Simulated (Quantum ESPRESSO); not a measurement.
Rb under changes of volume

One of the cells (88.043 Å³/atom); the others are scaled copies at fixed shape and fractional positions:

```
CELL_PARAMETERS angstrom
-2.80250 2.80250 2.80250
2.80250 -2.80250 2.80250
2.80250 2.80250 -2.80250
ATOMIC_POSITIONS crystal
Rb 0.00000 0.00000 0.00000
```

```yaml
Program: Quantum ESPRESSO 7.5
Functional: PBE
Potentials_or_basis: SSSP 1.3 efficiency PBE
Cutoff: 816 eV
Density_cutoff: 3265 eV
k_mesh: 7 × 7 × 7
Occupations: fermi-dirac, width 0.05 eV
Spin: no spin polarisation
```

```tsv
volume (Å³/atom)	energy over the lowest point (meV/atom)	pressure (GPa)
82.761	?	?
84.522	4.17	0.2
86.283	2.06	0.2
88.043	0.70	0.1
89.804	0.04	0.0
91.565	0.00	0.0
93.326	0.54	-0.1
```

**Question.** What does the run at 82.761 Å³/atom give?

**Answer.** Energy over the lowest point 7.11 meV/atom; pressure 0.3 GPa.

Worked out: A Birch-Murnaghan fit of order 3 (a polynomial in V^(-2/3)) to the other rows has its minimum at 90.78 Å³/atom with B0 = V·E''(V) = 2.8 GPa and B' = 3.7. It gives 7.11 meV/atom at 82.761 Å³/atom, against the run's 7.11, and -dE/dV = 0.3 GPa, against 0.3.

Energies are extrapolated to zero smearing.
